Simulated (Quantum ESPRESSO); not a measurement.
BaZrO3:

```xyz
5
Lattice="4.1913 0.0000 0.0000 0.0000 4.1913 0.0000 0.0000 0.0000 4.1913" Properties=species:S:1:pos:R:3 pbc="T T T"
Ba    0.0000    0.0000    0.0000
Zr    2.0957    2.0957    2.0957
O     2.0957    2.0957    0.0000
O     2.0957    0.0000    2.0957
O     0.0000    2.0957    2.0957
```

```yaml
Program: Quantum ESPRESSO 7.5
Task: phonons
Functional: PBE
Potentials_or_basis: PseudoDojo 0.4.1 SR PBE standard
Cutoff: 1143 eV
Density_cutoff: 4572 eV
k_mesh: 4 × 4 × 4, shifted
Occupations: fermi-dirac, width 0.05 eV
Spin: no spin polarisation
Target_pressure: 2 GPa
Mixing_beta: 0.5
Most_SCF_iterations: 120
SCF_threshold: 1e-09 Ry
```

The cell and the atoms were relaxed first at 2 GPa, to 14.92 Å³/atom (a = 4.210 Å, b = 4.210 Å, c = 4.210 Å, α = 90.00°, β = 90.00°, γ = 90.00°), and the response was taken there.

The first run showed a gap, so the response started from a second, tighter run with fixed occupations.

Task: What is the highest optical frequency at the zone centre, leaving out the macroscopic field of polar modes?

Result: 488 cm⁻¹, a mode of symmetry T1u (IR).

Optical modes at Γ, degenerate ones joined, polar ones without the macroscopic field:
| cm⁻¹ | components | symmetry | active in | IR intensity, summed ((D/Å)²/amu) |
| --- | --- | --- | --- | --- |
| 102 | 3 | T1u | IR | 30.05 |
| 198 | 3 | T1u | IR | 83.29 |
| 202 | 3 | T2u | silent | 0.00 |
| 488 | 3 | T1u | IR | 50.85 |

Caveat: this release of the barium file is off.
